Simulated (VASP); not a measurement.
InAs:

```
In As
1.0
     0.00000    3.01800    3.01800
     3.01800    0.00000    3.01800
     3.01800    3.01800    0.00000
In As
1 1
Direct
  0.00000 0.00000 0.00000
  0.75000 0.75000 0.75000
```

| Quantity | Value |
| --- | --- |
| Program | VASP 6.6.1 |
| Task | relaxation of cell and atoms |
| Functional | PBE |
| Potentials or basis | VASP PAW PBE potentials, release 64 (In_d, As) |
| Cutoff | 600 eV |
| k mesh | 6 × 6 × 6 |
| Occupations | fermi-dirac, width 0.05 eV |
| Spin | no spin polarisation |

At the start: pressure 4.5 GPa; volume 27.49 Å³/atom.

Q: Where does the relaxation end?

A: Over 3 steps the energy falls by 28.1 meV/atom and the volume is 29.66 Å³/atom (+7.9 %); space group F-43m (No. 216, to 0.05 Å).

The path:
```
step  energy change (eV)  largest force (eV/Å)  pressure (GPa)  volume (Å³)
   1              0.0000                0.0000            4.46        54.98
   2             -0.0470                0.0000           -1.45        61.29
   3             -0.0562                0.0000            0.01        59.32
```

Final structure:
```cif
data_structure
_symmetry_space_group_name_H-M 'P 1'
_symmetry_Int_Tables_number 1
_cell_length_a 4.3776
_cell_length_b 4.3776
_cell_length_c 4.3776
_cell_angle_alpha 60.000
_cell_angle_beta 60.000
_cell_angle_gamma 60.000
_cell_volume 59.32
loop_
_atom_site_label
_atom_site_type_symbol
_atom_site_fract_x
_atom_site_fract_y
_atom_site_fract_z
_atom_site_occupancy
In1 In 0.00000 0.00000 0.00000 1
As1 As 0.75000 0.75000 0.75000 1
```
